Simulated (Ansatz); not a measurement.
**AgCl: levels along high-symmetry lines**

```xyz
2
Lattice="0.0000 2.7731 2.7731 2.7731 0.0000 2.7731 2.7731 2.7731 0.0000" Properties=species:S:1:pos:R:3 pbc="T T T"
Ag    2.7731    2.7731    2.7731
Cl    0.0000    0.0000    0.0000
```

Atom numbers follow the list: Ag1, Cl2.

The cell comes from COD entry 9011666, which wasn't checked; take it as a given geometry.

Method: DFT, LDA, all-electron LAPW, scalar-relativistic in Ansatz 0.2.0.

Sampling and basis: a Γ-centred 8×8×8 k mesh, Fermi–Dirac smearing of 0.02 eV, basis error target 0.5 meV/atom, no spin polarisation.

Points in fractions of the reciprocal vectors of this cell: Γ (0, 0, 0), X (0.5, 0, 0.5), U (0.625, 0.25, 0.625), K (0.375, 0.375, 0.75), L (0.5, 0.5, 0.5), W (0.5, 0.25, 0.75). The path joins them by straight lines in the order Γ–X–U–K–Γ–L–W–X; legs that retrace an earlier one aren't tabulated. Energies are in eV from the top of the valence band.

Problem. List the levels at W between -5 and 5 eV.

Solution. -4.25, -4.05 (×2), -2.04 (×2), -2.02, -2.01, -1.25, 3.97.

Problem. List the levels at L between -5 and 5 eV.

Solution. -4.20 (×2), -2.14 (×2), -1.82, 0.00 (×2), 3.95.

Problem. List the levels at X between -5 and 5 eV.

Solution. -4.38, -3.07 (×2), -2.86, -2.29, -2.01 (×2), -1.94, 2.08.

Problem. What is the band gap?

Solution. 0.62 eV, indirect from L (0.5, 0.5, 0.5) to Γ.
